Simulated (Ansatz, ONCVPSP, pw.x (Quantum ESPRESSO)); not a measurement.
# pw.x on bcc Ge: one setting changed

Potential: optimised norm-conserving Vanderbilt (ONCV), ONCVPSP 4.0.1.1 (patched build), PBE; core [Ar], reference 3d10 4s2 4p2; waves: 4s: rc 1.85 bohr, ncon 3, nbas 6, qcut 2.9 1/bohr, 2 projectors, debl 3.7 Ha; 4p: rc 2.10 bohr, ncon 4, nbas 7, qcut 3.4 1/bohr, 1 projector; 3d: rc 1.20 bohr, ncon 3, nbas 7, qcut 12.7 1/bohr, 3 projectors, debl 0.8 Ha; local part: polynomial inside 0.95 bohr (lpopt 5, dvloc0 4 Ha); core correction: none. In the d channel the program set the typed energies aside and used -1.077, 0.250, 1.050 Ha.

The reference run (k-mesh 14³, cutoffs 170/680 Ry, Fermi–Dirac 0.01 Ry, mixing_beta 0.4, conv_thr 1e-9, no spin) gives -0.55 GPa at 19.360 Å³/atom, where all-electron LAPW gives -0.33 GPa. This run, with its own iteration cap, changes ecutrho/ecutwfc to 3.

```
&control
  calculation='scf', prefix='x', pseudo_dir='./', outdir='./tmp', tstress=.true., disk_io='none'
/
&system
  ibrav=0, nat=1, ntyp=1, ecutwfc=170, ecutrho=510, nbnd=15,
  occupations='smearing', smearing='fd', degauss=0.01
/
&electrons
  conv_thr=1e-09, mixing_beta=0.4, electron_maxstep=60
/
ATOMIC_SPECIES
Ge 1.0 Ge.UPF
CELL_PARAMETERS angstrom
  -1.69153811 1.69153811 1.69153811
  1.69153811 -1.69153811 1.69153811
  1.69153811 1.69153811 -1.69153811
ATOMIC_POSITIONS crystal
Ge 0.0000 0.0000 0.0000
K_POINTS automatic
14 14 14 0 0 0
```

```bash
pw.x < Ge.scf.in > Ge.scf.out
```

How does the run end?

It converges in 7 iterations; the free energy moves by -3.5 meV/atom and the pressure by +0.09 GPa. Below 4 the density is truncated and F is no longer variational, so a small shift in one case is no licence.

```
Message from routine set_cutoff:
     ecutrho < 4*ecutwfc, are you sure?
     Message from routine setup:
     using ibrav=0 with symmetry is DISCOURAGED, use correct ibrav instead
     lattice parameter (alat)  =       5.5366  a.u.
     unit-cell volume          =     130.6478 (a.u.)^3
     number of electrons       =        14.00
     number of Kohn-Sham states=           15
     kinetic-energy cutoff     =     170.0000  Ry
     charge density cutoff     =     510.0000  Ry
     scf convergence threshold =      1.0E-09
     Exchange-correlation= PBE
     number of k points=   104  Fermi-Dirac smearing, width (Ry)=  0.0100
     iteration #  1     ecut=   170.00 Ry     beta= 0.40
     total energy              =    -177.66752862 Ry
     estimated scf accuracy    <       0.00297625 Ry
     iteration #  2     ecut=   170.00 Ry     beta= 0.40
     total energy              =    -177.66758787 Ry
     estimated scf accuracy    <       0.00053658 Ry
     iteration #  3     ecut=   170.00 Ry     beta= 0.40
     total energy              =    -177.66763726 Ry
     estimated scf accuracy    <       0.00005294 Ry
     iteration #  4     ecut=   170.00 Ry     beta= 0.40
     total energy              =    -177.66764144 Ry
     estimated scf accuracy    <       0.00000104 Ry
     iteration #  5     ecut=   170.00 Ry     beta= 0.40
     total energy              =    -177.66764192 Ry
     estimated scf accuracy    <       0.00000013 Ry
     iteration #  6     ecut=   170.00 Ry     beta= 0.40
     total energy              =    -177.66764193 Ry
     estimated scf accuracy    <          3.9E-09 Ry
     iteration #  7     ecut=   170.00 Ry     beta= 0.40
     the Fermi energy is    10.7701 ev
!    total energy              =    -177.66764193 Ry
     estimated scf accuracy    <          2.0E-11 Ry
     smearing contrib. (-TS)   =      -0.00194416 Ry
     The total energy is F=E-TS. E is the sum of the following terms:
     one-electron contribution =    -107.67579847 Ry
     hartree contribution      =      64.15654011 Ry
     xc contribution           =     -22.57440877 Ry
     ewald contribution        =    -111.57203065 Ry
     convergence has been achieved in   7 iterations
          total   stress  (Ry/bohr**3)                   (kbar)     P=       -4.60
     Message from routine punch:
     Nothing written, as per user request (disk_io='none')
```

The run took about 37 s on one core of a shared host (Intel(R) Xeon(R) 6975P-C, 64 threads, 124 GiB, load 35).
